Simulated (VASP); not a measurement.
Wanted: the native input for a VASP 6.6.1 run.

- Task: single point
- Functional: PBEsol
- Potentials or basis: VASP PAW PBE potentials, release 64 (Ga_d, N)
- Cutoff: 520 eV
- k mesh: 10 × 10 × 10
- Occupations: fermi-dirac, width 0.05 eV
- Spin: no spin polarisation
- Ladder: free
- Further INCAR settings: ALGO = Normal; EDIFF = 1e-07; NBANDS = 16

The structure of GaN lies in POSCAR:

```
GaN
1.0
    0.0000000000      2.2535006075      2.2535006075
    2.2535006075      0.0000000000      2.2535006075
    2.2535006075      2.2535006075      0.0000000000
Ga N
1 1
Direct
    0.0000000000      0.0000000000      0.0000000000
    0.2500000000      0.2500000000      0.2500000000
```

The cell is a database's computed one.

One way to write it, as run:

INCAR

```
PREC = Accurate
ENCUT = 520
EDIFF = 1E-7
ISMEAR = -1
SIGMA = 0.05
LREAL = False
LASPH = True
NELM = 80
ALGO = Normal
ISIF = 2
LWAVE = False
LCHARG = False
GGA = PS
NBANDS = 16
```

KPOINTS

```
regular mesh
0
Gamma
  10 10 10
```

Potentials or basis: VASP PAW PBE potentials, release 64 (Ga_d, N).

Command:

```sh
$ cat potpaw_PBE.64/Ga_d/POTCAR potpaw_PBE.64/N/POTCAR > POTCAR
$ mpirun -np 1 vasp_std > vasp.out
```

It gave:

| Quantity | Value |
| --- | --- |
| Pressure | -1.3 GPa |
| Band gap on the k mesh | 1.68 eV, direct |

Caveat: the PAW data sets were made with another functional, which shifts forces and pressure a little.

Run time: 20 s on 1 thread of Intel(R) Xeon(R) Platinum 8375C CPU @ 2.90GHz (Ice Lake), with other jobs on the host, peak memory 0.14 GiB.
